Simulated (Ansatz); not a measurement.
# Ni (Fm-3m): magnetic orders compared

Aim: at the geometry relaxed with parallel moments, start Ni (Fm-3m) in several magnetic orders and compare their energies.

Method: DFT PBE, scalar-relativistic, plane waves, PAW, in Ansatz 0.2.0.

## 1. The starting structure

Symmetry: Fm-3m, No. 225, cubic system. Conventional cell: a = 3.519 Å, b = 3.519 Å, c = 3.519 Å, α = 90.00°, β = 90.00°, γ = 90.00°. Around Ni (site symmetry m-3m) lie 12 Ni at 2.49 Å.

As a file:

```cif
data_structure
_symmetry_space_group_name_H-M 'P 1'
_symmetry_Int_Tables_number 1
_cell_length_a 2.4880
_cell_length_b 2.4880
_cell_length_c 2.4880
_cell_angle_alpha 60.000
_cell_angle_beta 60.000
_cell_angle_gamma 60.000
_cell_volume 10.89
loop_
_atom_site_label
_atom_site_type_symbol
_atom_site_fract_x
_atom_site_fract_y
_atom_site_fract_z
_atom_site_occupancy
Ni1 Ni 0.00000 0.00000 0.00000 1
```

An earlier run at PBE left this cell at 10.891 Å³/atom and 0.00 GPa (22×22×22 mesh).

## 2. Ferromagnetic, larger cell

File input.yaml:

```yaml
crystal:
  lattice:
    - [0.0, 1.7593096198, -1.7593096198]
    - [0.0, 1.7593096198, 1.7593096198]
    - [3.5186192396, 0.0, 0.0]
  atoms:
    - { symbol: Ni, position: [0.0, 0.0, 0.0], spin: 0.8 }
    - { symbol: Ni, position: [0.5, 0.5, 0.5], spin: 0.8 }
basis:
  ecutwfc: 420
  ecutrho_ratio: 4
kpoints:
  mp_grid: { grid: [14, 14, 10] }
hamiltonian:
  xc: pbe
scf:
  occupations: { method: gaussian, width: 0.05 }
  lower_state_search: "off"
output:
  forces: true
  stress: true
  eigenvalues: true
  populations: true
magnetization:
  spin_polarized: true
```

The run is started by

```console
ansatz run input.yaml --threads 1 --pin off --max-ram 2560MiB --backend cpu --events-out ev --progress --plain --runs-dir out
```

What it wrote, shortened:

```text
Warning: RAYON_NUM_THREADS=1 ignored (pool sized by the plan → 1); use --threads N
[...]
Pseudopotentials: kind: paw
Pseudopotential: Ni, paw, valence charge 18, recommended cutoff 420 eV (normal), Ni.paw.azcp
Functional definition: PBE
[...]
Crystal: 2 atoms, lattice volume = 21.781 Å³
Basis set: ecut = 420 eV, 403 PW (Γ), exchange–correlation on 36×36×48 points (8 copies of the dense FFT grid, shifted against one another)
Bands: 23, of which v1, the nominal top of the filled ones, is band 18 counted from 1 (17 counted from 0)
Symmetry: 32 space group operations
Space group: Fm-3m (ITA 225), of the structure as read, at distance tolerance 2.8e-5 Å
Magnetic group: BNS 225.116 (UNI 1618), of the structure as read, at distance tolerance 2.8e-5 Å
k-points: 216 of 1960
[...]
Starting moments: Σ|m| = 1.6 μB on 2 of 2 sites
[...]
SCF iter   1: F=—  HF=-11679.401194 eV  |F-HF|=—  |Δ(HF+E_count)|=         —  Δρ=2.17e-2 (↑1.65e-2 ↓2.17e-2)  dr2=9.25e-2  dr2_m=1.73e-2  M=1.281 μB ∫|m|=1.350 μB  β_m=0.30  ethr=2.58e-4  ⟨swp⟩=1.0  Hψ=49860  notcnv=0
[...]
spin-set hold released at iteration 14 (site moments contracting): the magnetisation degrees of freedom join the quasi-Newton model from the next iteration; the mixer history was flushed
[...]
SCF iter  20: F=-11679.441764 eV  HF=-11679.441764 eV  |F-HF|=1.83e-9  |Δ(HF+E_count)|=  4.18e-11  Δρ=4.35e-6 (↑7.38e-7 ↓4.35e-6)  dr2=2.10e-9  dr2_m=1.04e-9  M=1.250 μB ∫|m|=1.437 μB  ethr=2.78e-10  ⟨swp⟩=3.9  Hψ=31679  notcnv=0
[...]
SCF converged after 20 iterations
Magnetization: 1.2500 μB (18.6250 up, 17.3750 down)
Absolute magnetization: 1.4391 μB (∫|ρ↑−ρ↓|, with the PAW one-centre terms)
Spin contamination: 0.0141 ħ² per cell (⟨S²⟩ above its minimum at these occupations)
Per-site moments (μB) at R_I (Å): [(0.6647668858040834, 1.0263163039530283), (0.6647668858040833, 1.0263163039530283)]
Free energy (F): -11679.441764 eV
[...]
E sigma→0 (E₀):  -11679.439559 eV
Entropy (-TS):   -0.004410 eV (-2.205 meV/atom)
Fermi energy:    18.174570 eV
[...]
--- Forces (eV/Å), atoms counted from 1 ---
  atom   1  Ni     0.00000000    -0.00000000    -0.00000000
  atom   2  Ni     0.00000000     0.00000000     0.00000000
[...]
--- Stress (GPa, compression-positive) ---
       -0.091647      -0.000000       0.000000
       -0.000000      -0.160582       0.000000
        0.000000       0.000000      -0.160582
  P = ⅓ Tr σ = -0.1376 GPa (-1.376 kbar)
--- Band table (eV; the first three rows and the last of 432) ---
  k-point 0 ↑: bands = ["-85.5089", "-85.4645", "-45.9738", "-45.8475", "-45.8475", "-45.7679", "-45.7658", "-45.7658", "9.0442", "13.4663", "13.9240", "15.7013", "15.7013", "15.7027", "16.8958", "16.8979", "17.6137", "17.6803", "17.6803", "20.5086", "27.2996", "32.8868", "32.8868"]
[...]
--- Löwdin populations: 2 sites ---
  site symbol       q [e]    m [muB]
     0     Ni     17.7783     0.6554
     1     Ni     17.7783     0.6554
  spilling = 0.012314 (of n_electrons = 36.000000)
```

Run time: 28 s. Hardware: 1 thread of Intel Xeon Platinum 8259CL at 2.50GHz (Skylake/Cascade Lake), shared host; peak memory 0.55 GiB.

Result: volume 10.891 Å³/atom, pressure -0.14 GPa, no gap, moments in the atoms' spheres Ni 0.66 μB.

## 3. Antiferromagnetic, propagation vector (1, 0, 0)

input.yaml, as its differences from that of step 2:

```diff
@@ -7,3 +7,3 @@
     - { symbol: Ni, position: [0.0, 0.0, 0.0], spin: 0.8 }
-    - { symbol: Ni, position: [0.5, 0.5, 0.5], spin: 0.8 }
+    - { symbol: Ni, position: [0.5, 0.5, 0.5], spin: -0.8 }
 basis:
```

The run is started by

```console
ansatz run input.yaml --threads 1 --pin off --max-ram 2560MiB --backend cpu --events-out ev --progress --plain --runs-dir out
```

What it wrote, shortened:

```text
Warning: RAYON_NUM_THREADS=1 ignored (pool sized by the plan → 1); use --threads N
[...]
[... 3 set-up lines as earlier in the session ...]
[...]
Crystal: 2 atoms, lattice volume = 21.781 Å³
Basis set: ecut = 420 eV, 403 PW (Γ), exchange–correlation on 36×36×48 points (8 copies of the dense FFT grid, shifted against one another)
Bands: 23, of which v1, the nominal top of the filled ones, is band 18 counted from 1 (17 counted from 0)
Symmetry: 16 space group operations
Space group: P4/mmm (ITA 123), of the structure as read, at distance tolerance 2.8e-5 Å
Magnetic group: BNS 123.350 (UNI 1010), of the structure as read, at distance tolerance 2.8e-5 Å
k-points: 216 of 1960
[...]
Starting moments: Σ|m| = 1.6 μB on 2 of 2 sites
[...]
Absolute magnetization: 0.4144 μB (∫|ρ↑−ρ↓|, with the PAW one-centre terms)
Spin contamination: 0.1969 ħ² per cell (⟨S²⟩ above its minimum at these occupations)
Per-site moments (μB) at R_I (Å): [(0.203989000416304, 1.0263163039530283), (-0.203989000416304, 1.0263163039530283)]
Free energy (F): -11679.327774 eV
[...]
E sigma→0 (E₀):  -11679.323557 eV
Entropy (-TS):   -0.008434 eV (-4.217 meV/atom)
Fermi energy:    17.962865 eV
[...]
--- Forces (eV/Å), atoms counted from 1 ---
  atom   1  Ni     0.00000000     0.00000000     0.00000000
  atom   2  Ni     0.00000000     0.00000000    -0.00000000
[...]
--- Stress (GPa, compression-positive) ---
       -1.453149      -0.000000       0.000000
       -0.000000      -0.821179      -0.000000
        0.000000      -0.000000      -0.821179
  P = ⅓ Tr σ = -1.0318 GPa (-10.318 kbar)
--- Band table (eV; the first three rows and the last of 432) ---
[... band rows left out ...]
[...]
--- Löwdin populations: 2 sites ---
  site symbol       q [e]    m [muB]
     0     Ni     17.7809     0.1956
     1     Ni     17.7809    -0.1956
  spilling = 0.012171 (of n_electrons = 36.000000)
```

Wall time 15 s (1 thread of Intel Xeon Platinum 8259CL at 2.50GHz (Skylake/Cascade Lake), shared host); peak memory 0.54 GiB.

Result: volume 10.891 Å³/atom, pressure -1.03 GPa, a metal on this mesh, moments in the atoms' spheres Ni 0.20, -0.20 μB.

In this order, neighbours among magnetic atoms: 4 of 12 parallel, 6 of 6 parallel (shell by shell, nearest first).

## 4. Ferromagnetic, larger cell

File input.yaml:

```yaml
crystal:
  lattice:
    - [-1.7593096198, -1.7593096198, 3.5186192396]
    - [-3.5186192396, -1.7593096198, 1.7593096198]
    - [-1.7593096198, -3.5186192396, 1.7593096198]
  atoms:
    - { symbol: Ni, position: [0.0, 0.0, 0.0], spin: 0.8 }
    - { symbol: Ni, position: [0.5, 0.5, 0.5], spin: 0.8 }
basis:
  ecutwfc: 420
  ecutrho_ratio: 4
kpoints:
  mp_grid: { grid: [16, 16, 16] }
hamiltonian:
  xc: pbe
scf:
  occupations: { method: gaussian, width: 0.05 }
  lower_state_search: "off"
output:
  forces: true
  stress: true
  eigenvalues: true
  populations: true
magnetization:
  spin_polarized: true
```

The run is started by

```console
ansatz run input.yaml --threads 1 --pin off --max-ram 2560MiB --backend cpu --events-out ev --progress --plain --runs-dir out
```

What it wrote, shortened:

```text
Warning: RAYON_NUM_THREADS=1 ignored (pool sized by the plan → 1); use --threads N
[...]
[... 3 set-up lines as earlier in the session ...]
[...]
Crystal: 2 atoms, lattice volume = 21.781 Å³
Basis set: ecut = 420 eV, 391 PW (Γ), FFT grids on a1−a3, a2−a3, a3, exchange–correlation on 36×36×60 points (8 copies of the dense FFT grid, shifted against one another)
Bands: 23, of which v1, the nominal top of the filled ones, is band 18 counted from 1 (17 counted from 0)
Symmetry: 24 space group operations
[... 1 set-up line as earlier in the session ...]
Magnetic group: BNS 225.116 (UNI 1618), of the structure as read, at distance tolerance 2.8e-5 Å
k-points: 417 of 4096
[...]
Starting moments: Σ|m| = 1.6 μB on 2 of 2 sites
[...]
Absolute magnetization: 1.4229 μB (∫|ρ↑−ρ↓|, with the PAW one-centre terms)
Spin contamination: 0.0139 ħ² per cell (⟨S²⟩ above its minimum at these occupations)
Per-site moments (μB) at R_I (Å): [(0.6575520676426271, 1.0263163039530283), (0.657552067642627, 1.0263163039530283)]
Free energy (F): -11679.443705 eV
[...]
E sigma→0 (E₀):  -11679.441694 eV
Entropy (-TS):   -0.004022 eV (-2.011 meV/atom)
Fermi energy:    18.176178 eV
[...]
--- Forces (eV/Å), atoms counted from 1 ---
  atom   1  Ni    -0.00000000     0.00000000     0.00000000
  atom   2  Ni    -0.00000000    -0.00000000     0.00000000
[...]
--- Stress (GPa, compression-positive) ---
       -0.206435       0.079703      -0.079703
        0.079703      -0.206435      -0.079703
       -0.079703      -0.079703      -0.206435
  P = ⅓ Tr σ = -0.2064 GPa (-2.064 kbar)
--- Band table (eV; the first three rows and the last of 834) ---
[... band rows left out ...]
[...]
--- Löwdin populations: 2 sites ---
  site symbol       q [e]    m [muB]
     0     Ni     17.7785     0.6484
     1     Ni     17.7785     0.6484
  spilling = 0.012308 (of n_electrons = 36.000000)
```

Run time: 48 s. Hardware: 1 thread of Intel Xeon Platinum 8259CL at 2.50GHz (Skylake/Cascade Lake), shared host; peak memory 0.65 GiB.

In short: volume 10.891 Å³/atom, pressure -0.21 GPa, a metal on this mesh, moments in the atoms' spheres Ni 0.66 μB.

## 5. Antiferromagnetic, propagation vector (1/2, 1/2, -1/2)

input.yaml, as its differences from that of step 4:

```diff
@@ -7,3 +7,3 @@
     - { symbol: Ni, position: [0.0, 0.0, 0.0], spin: 0.8 }
-    - { symbol: Ni, position: [0.5, 0.5, 0.5], spin: 0.8 }
+    - { symbol: Ni, position: [0.5, 0.5, 0.5], spin: -0.8 }
 basis:
```

The run is started by

```console
ansatz run input.yaml --threads 1 --pin off --max-ram 2560MiB --backend cpu --events-out ev --progress --plain --runs-dir out
```

What it wrote, shortened:

```text
Warning: RAYON_NUM_THREADS=1 ignored (pool sized by the plan → 1); use --threads N
[...]
[... 3 set-up lines as earlier in the session ...]
[...]
Crystal: 2 atoms, lattice volume = 21.781 Å³
Basis set: ecut = 420 eV, 391 PW (Γ), FFT grids on a1−a3, a2−a3, a3, exchange–correlation on 36×36×60 points (8 copies of the dense FFT grid, shifted against one another)
Bands: 23, of which v1, the nominal top of the filled ones, is band 18 counted from 1 (17 counted from 0)
Symmetry: 12 space group operations
Space group: R-3m (ITA 166), of the structure as read, at distance tolerance 2.8e-5 Å
Magnetic group: BNS 166.102 (UNI 1332), of the structure as read, at distance tolerance 2.8e-5 Å
k-points: 417 of 4096
[...]
Starting moments: Σ|m| = 1.6 μB on 2 of 2 sites
[...]
Absolute magnetization: 0.6173 μB (∫|ρ↑−ρ↓|, with the PAW one-centre terms)
Spin contamination: 0.2642 ħ² per cell (⟨S²⟩ above its minimum at these occupations)
Per-site moments (μB) at R_I (Å): [(0.3009363653550072, 1.0263163039530283), (-0.3009363653550072, 1.0263163039530283)]
Free energy (F): -11679.331296 eV
[...]
E sigma→0 (E₀):  -11679.327509 eV
Entropy (-TS):   -0.007575 eV (-3.787 meV/atom)
Fermi energy:    17.990793 eV
[...]
--- Forces (eV/Å), atoms counted from 1 ---
  atom   1  Ni     0.00000000     0.00000000    -0.00000000
  atom   2  Ni    -0.00000000    -0.00000000     0.00000000
[...]
--- Stress (GPa, compression-positive) ---
       -0.833129       0.318445      -0.318445
        0.318445      -0.833129      -0.318445
       -0.318445      -0.318445      -0.833129
  P = ⅓ Tr σ = -0.8331 GPa (-8.331 kbar)
--- Band table (eV; the first three rows and the last of 834) ---
[... band rows left out ...]
[...]
--- Löwdin populations: 2 sites ---
  site symbol       q [e]    m [muB]
     0     Ni     17.7803     0.2879
     1     Ni     17.7803    -0.2879
  spilling = 0.012206 (of n_electrons = 36.000000)
```

Wall time 33 s (1 thread of Intel Xeon Platinum 8259CL at 2.50GHz (Skylake/Cascade Lake), shared host); peak memory 0.62 GiB.

In short: volume 10.891 Å³/atom, pressure -0.83 GPa, metallic, moments in the atoms' spheres Ni 0.30, -0.30 μB.

In this order, neighbours among magnetic atoms: 6 of 12 parallel, 0 of 6 parallel (shell by shell, nearest first).

## 6. No spin polarisation

File input.yaml:

```yaml
crystal:
  lattice:
    - [0.0, 1.7593096198, 1.7593096198]
    - [1.7593096198, 0.0, 1.7593096198]
    - [1.7593096198, 1.7593096198, 0.0]
  atoms:
    - { symbol: Ni, position: [0.0, 0.0, 0.0] }
basis:
  ecutwfc: 420
  ecutrho_ratio: 4
kpoints:
  mp_grid: { grid: [22, 22, 22] }
hamiltonian:
  xc: pbe
scf:
  occupations: { method: gaussian, width: 0.05 }
output:
  forces: true
  stress: true
  eigenvalues: true
```

The run is started by

```console
ansatz run input.yaml --threads 1 --pin off --max-ram 2560MiB --backend cpu --events-out ev --progress --plain --runs-dir out
```

What it wrote, shortened:

```text
Warning: RAYON_NUM_THREADS=1 ignored (pool sized by the plan → 1); use --threads N
[...]
[... 3 set-up lines as earlier in the session ...]
[...]
Crystal: 1 atoms, lattice volume = 10.891 Å³
Basis set: ecut = 420 eV, 181 PW (Γ), exchange–correlation on 36×36×36 points (8 copies of the dense FFT grid, shifted against one another)
Bands: 13, of which v1, the nominal top of the filled ones, is band 9 counted from 1 (8 counted from 0)
Symmetry: 48 space group operations
Space group: Fm-3m (ITA 225), of the structure as read, at distance tolerance 2.2e-5 Å
k-points: 328 of 10648
[...]
SCF iter   1: F=—  HF=-5839.661585 eV  |F-HF|=—  |Δ(HF+E_count)|=         —  Δρ=4.16e-3  dr2=2.78e-4  ethr=1.77e-3  ⟨swp⟩=5.7  Hψ=23401  notcnv=0
[...]
SCF iter   6: F=-5839.661506 eV  HF=-5839.661506 eV  |F-HF|=6.92e-8  |Δ(HF+E_count)|=   5.97e-9  Δρ=3.59e-5  dr2=7.16e-8  ethr=5.56e-10  ⟨swp⟩=4.7  Hψ=16844  notcnv=0
[...]
SCF converged after 6 iterations
Free energy (F): -5839.661506 eV
[...]
E sigma→0 (E₀):  -5839.658514 eV
Entropy (-TS):   -0.005985 eV (-5.985 meV/atom)
Fermi energy:    17.949393 eV
[...]
--- Forces (eV/Å), atoms counted from 1 ---
  atom   1  Ni     0.00000000     0.00000000    -0.00000000
[...]
--- Stress (GPa, compression-positive) ---
       -1.329210      -0.000000       0.000000
        0.000000      -1.329210       0.000000
        0.000000      -0.000000      -1.329210
  P = ⅓ Tr σ = -1.3292 GPa (-13.292 kbar)
--- Band table (eV; the first three rows and the last of 328) ---
  k-point 0: bands = ["-85.0701", "-45.3376", "-45.3376", "-45.3376", "9.0219", "16.0987", "16.0987", "16.0987", "17.2082", "17.2082", "41.5589", "45.5979", "45.5979"]
[...]
```

Run time: 3.4 s. Hardware: 1 thread of Intel Xeon Platinum 8259CL at 2.50GHz (Skylake/Cascade Lake), shared host; peak memory 0.47 GiB.

In short: volume 10.891 Å³/atom, pressure -1.33 GPa, a metal on this mesh.

## 7. Comparison

Orders of one name are numbered as they were run above.

| order | above the lowest (meV/atom) | largest moment (μB) | pressure (GPa) | gap on the mesh (eV) | order kept |
| --- | --- | --- | --- | --- | --- |
| ferromagnetic | 0.0 | 0.69 | 0.0 | 0.00 | yes |
| antiferromagnetic, propagation vector (1, 0, 0) | 58.0 | 0.20 | -1.0 | 0.00 | yes |
| antiferromagnetic, propagation vector (1/2, 1/2, -1/2) | 57.1 | 0.30 | -0.8 | 0.00 | yes |
| no spin polarisation | 63.0 | 0.00 | -1.3 | 0.00 | yes |

The first row is the run of the earlier session that started with parallel moments (-5839.7215 eV/atom). A larger cell is measured against the parallel state in that same cell where that was run, so that mesh errors cancel.

## 8. What came out

| quantity | value |
| --- | --- |
| orders tried | 4 |
| lowest | ferromagnetic |
| largest moment there | 0.69 μB |
| next above it | antiferromagnetic, propagation vector (1/2, 1/2, -1/2), 57.1 meV/atom |

**Reading.** Of the orders that kept their pattern, the lowest is: ferromagnetic. The next lies 57.1 meV/atom higher. Under stress at this geometry, and so lower once relaxed: antiferromagnetic, propagation vector (1, 0, 0) (-1.0 GPa); no spin polarisation (-1.3 GPa). Only these orders were tried, at zero temperature; the one found in experiment may not be among them.
